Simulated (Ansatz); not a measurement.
Here is the system:

InN (zinc blende)

```yaml
crystal:
  lattice:
    - [0.00000, 4.99920, 4.99920]
    - [2.49960, 2.49960, 4.99920]
    - [2.49960, 2.49960, 0.00000]
  atoms:
    - { symbol: N, position: [0.00000, 0.75000, 0.75000] }
    - { symbol: N, position: [0.50000, 0.75000, 0.75000] }
    - { symbol: In, position: [0.00000, 0.00000, 0.00000] }
    - { symbol: In, position: [0.50000, 0.00000, 0.00000] }
```

The atoms are displaced by Q × the pattern below (from a DFPT mode at X = (0.5, 0.5, 0.0), largest move 1; Q in Å), at fixed cell. (q is in reciprocal vectors of the primitive cell; the cell shown is doubled to hold the pattern.)

```json
[
 {"atom": "In3", "x": "0.000", "y": "0.000", "z": "1.000"},
 {"atom": "In4", "x": "0.000", "y": "0.000", "z": "-1.000"}
]
```

Atoms not listed stay in place.

These are r2SCAN (plane waves to 500 eV, PAW, scalar-relativistic; Ansatz, a first-principles code) values and carry that method's errors. k mesh 11×11×11 (Γ-centred), Fermi-Dirac smearing 0.05 eV. Energies are smeared free energies. With partly filled bands, energies and forces of such displacements shift with the k mesh and the smearing. At this level the bands of InN touch or barely overlap; measurements give the solid a gap. InN was relaxed with its symmetry unable to fall. ΔE is measured from the undisplaced structure.

The scan covers Q from -0.180 to 0.180 Å in 13 points.

Problem. Is this a single well or a double well?

Solution. A single well with its minimum at or next to zero displacement.

Problem. Which space group does the distorted structure have?

Solution. P-4m2 (No. 115), lowered from F-43m.

Problem. What is the energy change at Q = 0.180 Å?

Solution. 727 meV/cell.

Problem. What harmonic wavenumber does the curvature at Q = 0 give?

Solution. 232 cm⁻¹.

(For displaced atoms, the force is minus the slope of the energy, and its curvature is a force constant, which sets phonon frequencies.)
